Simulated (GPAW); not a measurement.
Crystal: BaS.

```
CELL_PARAMETERS angstrom
0.00000 3.19375 3.19375
3.19375 0.00000 3.19375
3.19375 3.19375 0.00000
ATOMIC_POSITIONS crystal
Ba 0.00000 0.00000 0.00000
S 0.50000 0.50000 0.50000
```

Base run:

| Item | Value |
| --- | --- |
| Program | GPAW 26.7.0 |
| Functional | RPBE |
| Potentials or basis | the program's PAW data sets (release 1.2.1) made for this functional |
| Cutoff | 600 eV |
| Basis | pw |
| k mesh | 7 × 7 × 7 |
| Occupations | fermi-dirac, width 0.05 eV |
| Spin | no spin polarisation |

Its results: band gap on the k mesh 2.34 eV, indirect (least direct gap 2.47 eV); pressure 2.8 GPa.

The run is repeated on the same cell with these changes: functional from RPBE to revPBE. What comes out?

Band gap on the k mesh 2.30 eV, indirect (least direct gap 2.44 eV); pressure 2.4 GPa.

Caveats: spin-orbit coupling is left out, which moves the levels of the heavy elements.

A k mesh can miss the band edges.
